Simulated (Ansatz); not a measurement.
# MnO (I4/mmm) in Ansatz: further runs

Runs on MnO. Level: PBE. Tasks: relaxation of the atoms.

Everything below comes from runs of Ansatz 0.2.0. Logs are shortened: lines on timing, memory, paths and dates and some standing lists are left out, and cuts for length are marked.

## Step 1: The cell of the first run

The structure is tetragonal, space group I4/mmm (No. 139). The conventional cell has a = 3.142 Å, b = 3.142 Å, c = 4.266 Å, α = 90.00°, β = 90.00°, γ = 90.00°. Around Mn (site symmetry 4/mmm) lie 6 O at 2.13 to 2.22 Å. Around O (site symmetry 4/mmm) lie 6 Mn at 2.13 to 2.22 Å.

## Step 2: Relaxation of the atoms, PBE, collinear spin, ferromagnetic start (strained by -4 %)

Input file input.yaml:

```yaml
crystal:
  lattice:
    - [0.0, 2.22200033, 2.22200033]
    - [2.1331203168, 0.0, 2.22200033]
    - [2.1331203168, 2.22200033, 0.0]
  atoms:
    - { symbol: Mn, position: [0.0, 0.0, 0.0], spin: 4.0 }
    - { symbol: O, position: [0.5, 0.5, 0.5] }
hamiltonian:
  xc: pbe
  pseudopotentials: { kind: paw }
magnetization:
  spin_polarized: true
kpoints:
  mp_grid: { grid: [7, 7, 7] }
scf:
  occupations: { method: fermi_dirac, width: 0.05 }
output:
  forces: true
  stress: true
  eigenvalues: true
relax:
  f_tol: 0.01
  max_steps: 40
```

Potentials or basis: Ansatz PAW.

Run with:

```bash
> ansatz run input.yaml --threads 2 --pin off --max-ram 5632MiB --backend cpu --events-out ev --progress --plain --runs-dir out
```

Log:

```text
Warning: output.stress: scf.convergence.dr2_threshold = 1e-7 eV (the SCF's general default) is looser than the 2e-10 eV advised for a printed stress (1e-10 eV for each atom of the cell: 2). What an SCF threshold leaves in a stress goes as its square root, and in the free energy as the threshold itself, and one threshold admits the most on a small cell: of the crystals measured, under no hybrid functional and no lock of the moments, on runs that ended without the residual-converged pass, on stresses that held no estimate of that error, the worst erred by over 100 MPa in a component at 1e-7 eV an atom and by under 5 at 1e-10. Every solve of this run answers to scf.convergence.dr2_threshold, and the tensor of one is reported: a single SCF on the reported geometry and on this run's grids (its basis.xc_grid and basis.ecutrho_ratio typed), with scf.convergence.dr2_threshold at 2e-10 eV or tighter, prints it and tightens no other solve. Else set scf.convergence.dr2_threshold to 2e-10 eV or tighter. The threshold is an SCF's pass mark: one that does not reach it within its budget of iterations ends unconverged, or closes short of it on a stop that the run arms, and scf.convergence.dr2_threshold's page says what that costs each kind of run
Warning: RAYON_NUM_THREADS=2 ignored (pool sized by the plan → 2); use --threads N
Engine: ansatz 0.2.0, aarch64-unknown-linux-gnu
Pseudopotentials: kind: paw
Pseudopotential: Mn, paw, valence charge 15, recommended cutoff 420 eV (normal), Mn.paw.azcp
Pseudopotential: O, paw, valence charge 6, recommended cutoff 420 eV (normal), O.paw.azcp
Functional definition: PBE
  parameter kappa = 0.804
  parameter beta = 0.06672455060314922
  exchange = pbe_x(kappa = kappa, mu = beta*pi^2/3)
  correlation = pbe_c(beta = beta)
Crystal: 2 atoms, lattice volume = 21.064 Å³
Basis set: ecut = 420 eV, 403 PW (Γ), exchange–correlation on 48×48×48 points (8 copies of the dense FFT grid, shifted against one another)
Bands: 17, of which v1, the nominal top of the filled ones, is band 11 counted from 1 (10 counted from 0)
Symmetry: 16 space group operations
Space group: I4/mmm (ITA 139), of the structure as read, at distance tolerance 2.8e-5 Å
Magnetic group: BNS 139.531 (UNI 1191), of the structure as read, at distance tolerance 2.8e-5 Å
k-points: 40 of 343
Non-local potential: Mn, projectors of the file, l = 0: 3, l = 1: 2, l = 2: 3, l = 3: 1
Non-local potential: O, projectors of the file, l = 0: 2, l = 1: 2, l = 2: 1
PAW form: soft (Blöchl's): semilocal exchange-correlation on the pseudo side does not see the compensation charge
PAW one-centre angular grid: Mn, 590 points (default); XC on 64 Gauss nodes
PAW one-centre angular grid: O, 110 points (default); XC on 64 Gauss nodes
Initial density: superposition of atomic densities (chi_scale 0.1, normalization cell, long waves kept (reshape's long-wave potential 0.00 eV rms))
Starting moments: Σ|m| = 4 μB on 1 of 2 sites
Initial wavefunctions: pseudopotential atomic-orbital guess
Functional: x = pbe(κ = 0.804, μ = 0.2195149727645171), c = pbe(β = 0.06672455060314922)
SCF iter   1: F=—  HF=-4466.281522 eV  |F-HF|=—  |Δ(HF+E_count)|=         —  Δρ=1.32e-1 (↑1.32e-1 ↓6.72e-2)  dr2=5.80e0  dr2_m=5.23e-1  M=4.335 μB ∫|m|=4.335 μB  β_m=0.30  ethr=3.10e-3  ⟨swp⟩=3.7  Hψ=5546  notcnv=0
Mixer restart at iter 1: flushing history
preconditioner: auto → none  [metal: Δε(μ)=0.039 eV  Ē_g=12.789 eV  σ=0.050 eV  W_gap=0.19  n_scr=8 (ndim 8)  ℏωp=29.2 eV  f_vac=0.000  D(μ)=1.62/eV (n_scr^D=14)  sad-step TF]
SCF iter   2: F=—  HF=-4466.051960 eV  |F-HF|=—  |Δ(HF+E_count)|=   2.30e-1  Δρ=6.89e-2 (↑6.89e-2 ↓2.78e-2)  dr2=1.21e0  dr2_m=2.41e-1  M=4.427 μB ∫|m|=4.427 μB  β_m=0.42  ethr=3.10e-3  ⟨swp⟩=3.2  Hψ=3275  notcnv=0  defer=42
SCF iter   3: F=—  HF=-4466.133418 eV  |F-HF|=—  |Δ(HF+E_count)|=   8.15e-2  Δρ=1.83e-2 (↑1.83e-2 ↓1.54e-2)  dr2=8.56e-2  dr2_m=3.42e-2  M=4.500 μB ∫|m|=4.500 μB  β_m=0.55  ethr=3.10e-3  ⟨swp⟩=2.6  Hψ=2680  notcnv=0  defer=73
SCF iter   4: F=—  HF=-4466.144386 eV  |F-HF|=—  |Δ(HF+E_count)|=         —  Δρ=1.14e-2 (↑1.14e-2 ↓8.97e-3)  dr2=6.27e-3  dr2_m=1.78e-2  M=4.627 μB ∫|m|=4.627 μB  β_m=0.55  ethr=4.08e-4  ⟨swp⟩=2.5  Hψ=2625  notcnv=0  defer=79
Mixer restart at iter 4: flushing history
SCF iter   5: F=—  HF=-4466.160853 eV  |F-HF|=—  |Δ(HF+E_count)|=   1.65e-2  Δρ=5.52e-3 (↑3.86e-3 ↓5.52e-3)  dr2=1.57e-3  dr2_m=3.63e-3  M=4.631 μB ∫|m|=4.631 μB  β_m=0.75  ethr=2.98e-5  ⟨swp⟩=2.0  Hψ=2338  notcnv=0  defer=79
SCF iter   6: F=—  HF=-4466.170309 eV  |F-HF|=—  |Δ(HF+E_count)|=   9.46e-3  Δρ=5.11e-3 (↑5.11e-3 ↓8.88e-4)  dr2=3.08e-3  dr2_m=1.44e-3  M=4.652 μB ∫|m|=4.652 μB  β_m=0.61  ethr=7.46e-6  ⟨swp⟩=2.0  Hψ=2567  notcnv=0  defer=79
SCF iter   7: F=—  HF=-4466.168799 eV  |F-HF|=—  |Δ(HF+E_count)|=   1.51e-3  Δρ=5.55e-4 (↑2.89e-4 ↓5.55e-4)  dr2=1.18e-4  dr2_m=1.79e-5  M=4.648 μB ∫|m|=4.648 μB  β_m=0.66  ethr=7.46e-6  ⟨swp⟩=2.0  Hψ=2640  notcnv=0  defer=79
SCF iter   8: F=—  HF=-4466.168792 eV  |F-HF|=—  |Δ(HF+E_count)|=   6.94e-6  Δρ=3.92e-4 (↑3.92e-4 ↓2.36e-4)  dr2=4.62e-5  dr2_m=2.19e-6  M=4.649 μB ∫|m|=4.649 μB  β_m=0.60  ethr=5.61e-7  ⟨swp⟩=2.0  Hψ=2009  notcnv=0  defer=79
SCF iter   9: F=—  HF=-4466.168806 eV  |F-HF|=—  |Δ(HF+E_count)|=   1.44e-5  Δρ=1.40e-4 (↑1.40e-4 ↓6.23e-5)  dr2=5.12e-6  dr2_m=3.96e-7  M=4.649 μB ∫|m|=4.649 μB  β_m=0.80  ethr=2.20e-7  ⟨swp⟩=2.0  Hψ=1876  notcnv=0  defer=79
SCF iter  10: F=—  HF=-4466.168807 eV  |F-HF|=—  |Δ(HF+E_count)|=   7.99e-7  Δρ=1.67e-5 (↑1.67e-5 ↓6.12e-6)  dr2=6.13e-8  dr2_m=7.91e-9  M=4.649 μB ∫|m|=4.649 μB  β_m=0.90  ethr=2.44e-8  ⟨swp⟩=2.0  Hψ=1861  notcnv=0  defer=79
SCF iter  11: F=-4466.168807 eV  HF=-4466.168807 eV  |F-HF|=2.35e-10  |Δ(HF+E_count)|=   1.26e-8  Δρ=1.15e-6 (↑1.15e-6 ↓5.52e-7)  dr2=3.75e-10  dr2_m=4.79e-11  M=4.649 μB ∫|m|=4.649 μB  ethr=2.92e-10  ⟨swp⟩=4.7  Hψ=5230  notcnv=0
SCF 1 converged in 11 iterations: F = -4466.168807 eV  dr2 = 3.75e-10
relax step   1: F+E_penalty+E_count = -4466.16880717 eV  Δ(F+E_penalty+E_count) = +0.000e0 eV  max|allowed force component| = 2.169e-29 eV/Å  Δτ_max = 0.0000 Å  (11 SCF iters, accepted)
SCF converged after 11 iterations
Magnetization: 4.6490 μB (12.8245 up, 8.1755 down)
Absolute magnetization: 4.6490 μB (∫|ρ↑−ρ↓|, with the PAW one-centre terms)
Spin contamination: 0.0134 ħ² per cell (⟨S²⟩ above its minimum at these occupations)
Per-site moments (μB) at R_I (Å): [(3.8853808712753195, 0.8799121306799997), (0.2186721927135743, 0.8799121306799997)]
Free energy (F): -4466.168807 eV
Harris-Foulkes:  -4466.168807 eV  (|F-HF|=2.35e-10)
Internal energy: -4466.163170 eV  (E = F + TS)
E sigma→0 (E₀):  -4466.165988 eV
Entropy (-TS):   -0.005637 eV (-2.819 meV/atom)
Fermi energy:    14.192111 eV
--- Per-component energies (eV) ---
  E_band       = -233.753126
  E_kinetic    = 475.517122
  E_local      = -2184.260560  (includes V_loc(G=0)·N_el)
  E_nonlocal   = 302.279282
  E_hartree    = 877.508791
  E_xc         = -185.015658
  E_vxc        = -236.407173  (∫ρ·V_xc dr)
  E_paw        = -1465.728387  (= ΣΔE_a)
  E_vpaw       = -345.901653  (= ΣTr[D̂ρ^β])
  E_aug_tail   = 0.002391  (compensation charges beyond the density's cutoff)
  E_ewald      = -2286.466150
  E_smearing   = -0.005637  (= −TS)
  E_closure    = -0.000000  (closes the sum)
  Σ components = -4466.168807   (vs F -4466.168807, Δ=0.00e0)
--- Forces (eV/Å), atoms counted from 1 ---
  atom   1  Mn     0.00000000     0.00000000     0.00000000
  atom   2  O      0.00000000    -0.00000000     0.00000000
  max |Σ_I F_I| component: 4.50e-29 eV/Å
--- Stress (GPa, compression-positive) ---
        6.222231       0.000000      -0.000000
        0.000000       4.250951      -0.000000
       -0.000000      -0.000000       4.250951
  P = ⅓ Tr σ = 4.9080 GPa (49.080 kbar)
--- Band table (eV; the first three rows and the last of 80) ---
  k-point 0 ↑: bands = ["-67.3943", "-36.1334", "-36.1311", "-36.1311", "-6.4975", "10.1404", "10.2183", "10.2183", "10.8759", "10.8759", "11.0567", "11.4243", "11.5293", "13.8815", "28.2691", "30.7489", "30.7790"]
  k-point 1 ↑: bands = ["-67.3928", "-36.1468", "-36.1337", "-36.1334", "-6.3139", "8.7477", "9.3133", "9.3436", "11.1161", "11.1675", "11.3205", "12.3258", "12.4879", "15.0953", "26.3822", "29.7906", "30.2050"]
  k-point 2 ↑: bands = ["-67.3893", "-36.1797", "-36.1387", "-36.1367", "-5.8702", "6.8686", "8.3453", "8.3921", "11.5327", "11.5364", "11.7684", "13.4951", "13.7582", "16.8980", "23.7023", "27.5693", "28.4072"]
  k-point 39 ↓: bands = ["-62.7236", "-31.6321", "-31.6069", "-31.5903", "-4.9692", "7.9179", "7.9898", "8.7713", "15.2034", "15.8839", "16.3708", "16.4470", "17.2316", "23.4686", "23.5520", "23.6434", "28.1992"]
--- Relaxed structure (1 steps of the walk, 1 accepted, 0 SCFs on fresh bases) ---
  F+E_penalty+E_count = -4466.16880717 eV   max|allowed force component| = 2.169e-29 eV/Å
  atoms:
    - { symbol: Mn, position: [0.0, 0.0, 0.0] }
    - { symbol: O, position: [0.5, 0.49999999999999994, 0.5] }
```

Run time: 1.9 s. Hardware: 2 threads of Arm Neoverse V1, shared host; peak memory 0.3 GiB.

Results:

| Item | Value |
| --- | --- |
| Free energy | -4466.1688 eV |
| Pressure after relaxing | 4.9 GPa |
| Band gap on the k mesh | none (metal or under the smearing width) |
| Net moment | 4.65 μB per cell |
| Absolute moment | 4.65 μB per cell |
| Site moments | Mn +3.89; O +0.22 μB |

Stress tensor (GPa, compression positive):
```
6.22 0.00 0.00
0.00 4.25 0.00
0.00 0.00 4.25
```

Final structure:
```
Mn O
1.0
     0.00000    2.22200    2.22200
     2.13312    0.00000    2.22200
     2.13312    2.22200    0.00000
Mn O
1 1
Direct
  0.00000 0.00000 0.00000
  0.50000 0.50000 0.50000
```

Levels at points of the mesh, in eV from the Fermi level:
Spin up:
```
           k point  band 9  band 10  band 11  band 12  band 13  band 14  band 15  band 16  band 17
(0.00, 0.00, 0.00)   -3.32    -3.32    -3.14    -2.77    -2.66    -0.31    14.08    16.56    16.59
```
Spin down:
```tsv
k point	band 5	band 6	band 7	band 8	band 9	band 10	band 11	band 12
(0.00, 0.00, 0.00)	-20.26	-3.71	-3.58	-3.58	0.52	0.52	0.69	0.75
```

Caveat: the relaxation stopped at its first step, so nothing moved; the pressure holds a Pulay correction of +0.6 GPa for the finite cutoff; a cell with one magnetic atom can't hold antiferromagnetic order, which such compounds often take; semilocal functionals often make such compounds metallic where correlation or magnetic order opens a gap, which also shifts bond lengths; the thresholds are loose for stress.

## Step 3: Relaxation of the atoms, PBE, collinear spin, ferromagnetic start (strained by -2 %)

input.yaml: that of step 2 with these lines changed.

```diff
@@ -3,4 +3,4 @@
     - [0.0, 2.22200033, 2.22200033]
-    - [2.1331203168, 0.0, 2.22200033]
-    - [2.1331203168, 2.22200033, 0.0]
+    - [2.1775603234, 0.0, 2.22200033]
+    - [2.1775603234, 2.22200033, 0.0]
   atoms:
@@ -21,2 +21,6 @@
   eigenvalues: true
+  write_density: true
+  write_potential: true
+  elf: true
+  volumetric_format: npy
 relax:
```

Potentials or basis: Ansatz PAW.

Run with:

```bash
> ansatz run input.yaml --threads 2 --pin off --max-ram 5632MiB --backend cpu --events-out ev --progress --plain --runs-dir out
```

Run time: 2 s. Hardware: 2 threads of Arm Neoverse V1, shared host; peak memory 0.3 GiB.

It converged, with:

```yaml
Free_energy: -4466.1786 eV
Pressure_after_relaxing: 1.5 GPa
Band_gap_on_the_k_mesh: none (metal or under the smearing width)
Net_moment: 4.67 μB per cell
Absolute_moment: 4.67 μB per cell
Site_moments: Mn +3.95; O +0.22 μB
```

Stress tensor (GPa, compression positive):
```
1.28 0.00 0.00
0.00 1.57 0.00
0.00 0.00 1.57
```

Final structure:
```yaml
crystal:
  lattice:
    - [0.00000, 2.22200, 2.22200]
    - [2.17756, 0.00000, 2.22200]
    - [2.17756, 2.22200, 0.00000]
  atoms:
    - { symbol: Mn, position: [0.00000, 0.00000, 0.00000] }
    - { symbol: O, position: [0.50000, 0.50000, 0.50000] }
```

Levels at points of the mesh, in eV from the Fermi level:
Spin up:
```tsv
k point	band 9	band 10	band 11	band 12	band 13	band 14	band 15	band 16	band 17
(0.00, 0.00, 0.00)	-3.30	-3.30	-3.20	-2.76	-2.70	-0.48	13.97	16.36	16.36
```
Spin down:
```tsv
k point	band 5	band 6	band 7	band 8	band 9	band 10	band 11	band 12
(0.00, 0.00, 0.00)	-20.12	-3.62	-3.54	-3.54	0.58	0.58	0.69	0.72
```

Caveat: the relaxation stopped at its first step, so nothing moved; the pressure holds a Pulay correction of +0.6 GPa for the finite cutoff; a cell with one magnetic atom can't hold antiferromagnetic order, which such compounds often take; semilocal functionals often make such compounds metallic where correlation or magnetic order opens a gap, which also shifts bond lengths; the thresholds are loose for stress.

## Step 4: Relaxation of the atoms, PBE, collinear spin, ferromagnetic start (strained by -1 %)

input.yaml: that of step 3 with these lines changed.

```diff
@@ -3,4 +3,4 @@
     - [0.0, 2.22200033, 2.22200033]
-    - [2.1775603234, 0.0, 2.22200033]
-    - [2.1775603234, 2.22200033, 0.0]
+    - [2.1997803267, 0.0, 2.22200033]
+    - [2.1997803267, 2.22200033, 0.0]
   atoms:
@@ -21,6 +21,2 @@
   eigenvalues: true
-  write_density: true
-  write_potential: true
-  elf: true
-  volumetric_format: npy
 relax:
```

Run with:

```bash
> ansatz run input.yaml --threads 2 --pin off --max-ram 5632MiB --backend cpu --events-out ev --progress --plain --runs-dir out
```

It took 2 s on 2 threads of Arm Neoverse V1, shared host; peak memory 0.3 GiB.

It converged, with:

```yaml
Free_energy: -4466.1795 eV
Pressure_after_relaxing: 0.2 GPa
Band_gap_on_the_k_mesh: none (metal or under the smearing width)
Net_moment: 4.70 μB per cell
Absolute_moment: 4.70 μB per cell
Site_moments: Mn +3.98; O +0.22 μB
```

Stress tensor (GPa, compression positive):
```
-0.11  0.00  0.00
 0.00  0.30  0.00
 0.00  0.00  0.30
```

Final structure:
```yaml
crystal:
  lattice:
    - [0.00000, 2.22200, 2.22200]
    - [2.19978, 0.00000, 2.22200]
    - [2.19978, 2.22200, 0.00000]
  atoms:
    - { symbol: Mn, position: [0.00000, 0.00000, 0.00000] }
    - { symbol: O, position: [0.50000, 0.50000, 0.50000] }
```

Levels at points of the mesh, in eV from the Fermi level:
Spin up:
| k point | band 11 | band 12 | band 13 | band 14 | band 15 | band 16 |
| --- | --- | --- | --- | --- | --- | --- |
| (0.00, 0.00, 0.00) | -3.23 | -2.74 | -2.71 | -0.54 | 13.94 | 16.27 |
Spin down:
| k point | band 5 | band 6 | band 7 | band 8 | band 9 | band 10 | band 11 | band 12 |
| --- | --- | --- | --- | --- | --- | --- | --- | --- |
| (0.00, 0.00, 0.00) | -20.03 | -3.55 | -3.51 | -3.51 | 0.62 | 0.62 | 0.68 | 0.72 |

Caveat: the relaxation stopped at its first step, so nothing moved; the pressure holds a Pulay correction of +0.6 GPa for the finite cutoff; a cell with one magnetic atom can't hold antiferromagnetic order, which such compounds often take; semilocal functionals often make such compounds metallic where correlation or magnetic order opens a gap, which also shifts bond lengths; the thresholds are loose for stress.

## Step 5: Summary

| cell | gap on the mesh (eV) | pressure (GPa) | moment (μB) |
| --- | --- | --- | --- |
| atoms relaxed from: strained by -4 % | none | 4.9 | 4.65 |
| atoms relaxed from: strained by -2 % | none | 1.5 | 4.67 |
| atoms relaxed from: strained by -1 % | none | 0.2 | 4.70 |

Alike in all rows: task relaxation of the atoms; level PBE; potentials or basis Ansatz PAW; spin collinear, ferromagnetic start; k mesh 7 × 7 × 7; cutoff (eV) 420; smearing fermi-dirac 0.05 eV.

Caveats: the relaxation stopped at its first step, so nothing moved; a cell with one magnetic atom can't hold antiferromagnetic order, which such compounds often take; semilocal functionals often make such compounds metallic where correlation or magnetic order opens a gap, which also shifts bond lengths; the thresholds are loose for stress.

Total energies depend on the potentials used, so only differences within one code and one set of settings carry meaning.
